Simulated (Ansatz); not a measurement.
Input of an Ansatz 0.2.0 run:

input.yaml

```yaml
crystal:
  lattice:
    - [-1.726539, 1.775547, 2.338342]
    - [1.726539, -1.775547, 2.338342]
    - [1.726539, 1.775547, -2.338342]
  atoms:
    - { symbol: Sn, position: [0.0, 0.0, 0.0] }
hamiltonian:
  xc: pbesol
  pseudopotentials: { kind: paw }
kpoints:
  mp_grid: { grid: [11, 11, 11] }
  band_path:
    path:
      - [[0.0, 0.0, 0.0], [-0.3862939988, 0.3862939988, 0.3862939988], [-0.2804352521, 0.2804352521, 0.4921527456], [0.0, 0.0, 0.5], [0.25, 0.25, 0.25], [0.0, 0.5, 0.0], [0.3862939988, 0.6137060012, -0.3862939988], [0.5, 0.5, -0.5], [0.0, 0.0, 0.0], [0.3941412533, -0.3941412533, 0.3941412533], [0.5, 0.0, 0.0], [0.25, 0.25, 0.25]]
      - [[0.2804352521, -0.2804352521, 0.5078472544], [0.3941412533, -0.3941412533, 0.3941412533]]
      - [[0.6058587467, 0.3941412533, -0.3941412533], [0.5, 0.5, -0.5]]
    npoints: 14
scf:
  occupations: { method: fermi_dirac, width: 0.05 }
  n_extra_bands: 6
output:
  forces: true
  stress: true
  eigenvalues: true
  fatbands: false
```

Potentials or basis: Ansatz PAW.

The run is started by

```sh
$ ansatz run input.yaml --threads 2 --pin off --max-ram 5632MiB --backend cpu --events-out ev --progress --plain --runs-dir out
```

(1) What does it give for the band gap on the k mesh?

(2) Predict the pressure.

Answers

(1) none (metal or under the smearing width).

(2) -3.6 GPa.

Caveat: spin-orbit coupling is left out, which moves the levels of the heavy elements; the PAW data sets come from PBE, with cores solved anew for the run's functional, which leaves a small shift of forces and pressure.
